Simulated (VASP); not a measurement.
# Si in VASP: how settings move the PBE single point

The PBE single point of Si in the diamond structure is repeated with altered inputs. Which of them can be trusted?

Code: VASP 6.6.1. PAW datasets, plane waves. Computed at 0 K without zero-point motion; spin polarisation is off.

**1. Starting point**

The cell comes from an earlier relaxation with r2SCAN in another program.

It is cubic, Fd-3m (No. 227); a = 5.444 Å in the conventional setting, 20.17 Å³ an atom. Around Si lie 4 Si at 2.36 Å.

Coordinates:

```cif
data_structure
_symmetry_space_group_name_H-M 'P 1'
_symmetry_Int_Tables_number 1
_cell_length_a 3.8497
_cell_length_b 3.8497
_cell_length_c 3.8497
_cell_angle_alpha 60.000
_cell_angle_beta 60.000
_cell_angle_gamma 60.000
_cell_volume 40.34
loop_
_atom_site_label
_atom_site_type_symbol
_atom_site_fract_x
_atom_site_fract_y
_atom_site_fract_z
_atom_site_occupancy
Si1 Si 0.00000 0.00000 0.00000 1
Si2 Si 0.25000 0.25000 0.25000 1
```

**2. The reference run**

Contents of INCAR:

```
ENCUT = 520.000000
SIGMA = 0.020000
EDIFF = 1.00e-07
GGA = PE
PREC = Accurate
IBRION = -1
ISIF = 2
ISMEAR = -1
NBANDS = 11
NELM = 120
NSW = 0
LASPH = .TRUE.
LCHARG = .FALSE.
LWAVE = .FALSE.
LREAL = .FALSE.
```

Contents of KPOINTS:

```
KPOINTS created by Atomic Simulation Environment
0
Gamma
8 8 8
0 0 0
```

Contents of POSCAR:

```
Si
 1.0000000000000000
    -0.0000000000000000    2.7221188956873603    2.7221188956873603
     2.7221188956873603   -0.0000000000000000    2.7221188956873603
     2.7221188956873603    2.7221188956873603   -0.0000000000000000
 Si
   2
Cartesian
  0.0000000000000000 -0.0000000000000000 -0.0000000000000000
  1.3610594478436802  1.3610594478436802  1.3610594478436802
```

A file KPOINTS_OPT adds named points for the levels; it doesn't enter the self-consistent loop.

Potentials: the recommended PBE PAW datasets, 8 valence electrons.

On the command line:

```sh
$ mpirun -np 1 vasp_std
```

**3. Try 1**

INCAR, as its differences from that of step 2:

```diff
@@ -15 +15,2 @@
 LREAL = .FALSE.
+NELECT = 8.5
```

KPOINTS is that of step 2.

POSCAR is that of step 2.

**4. Try 2**

INCAR is that of step 2.

Contents of KPOINTS:

```
KPOINTS created by Atomic Simulation Environment
0
Monkhorst-Pack
8 8 8
0 0 0
```

POSCAR is that of step 2.

Before running it: what results should come out? Wanted: for each run, changed; ending; energy change; pressure; electronic steps; usable.

The runs gave:

| run | changed | ending | energy change (meV/atom) | pressure (GPa) | gap on the mesh (eV; negative: overlap) | electronic steps | time | usable |
| --- | --- | --- | --- | --- | --- | --- | --- | --- |
| ref. | – | converged | 0 | 1.2 | 0.63 | 13 | 13 s | yes |
| 1 | NELECT = 8.5 | converged | – | 19.6 | – | 13 | 11 s | no |
| 2 | shifted mesh | converged | -1.9 | 1.2 | 0.83 | 13 | 25 s | yes |

What this shows: Of 2 altered inputs, 1 ended normally on a faulty or unsound input, 1 gave usable results. «shifted mesh» moves the energy by -1.9 meV/atom.
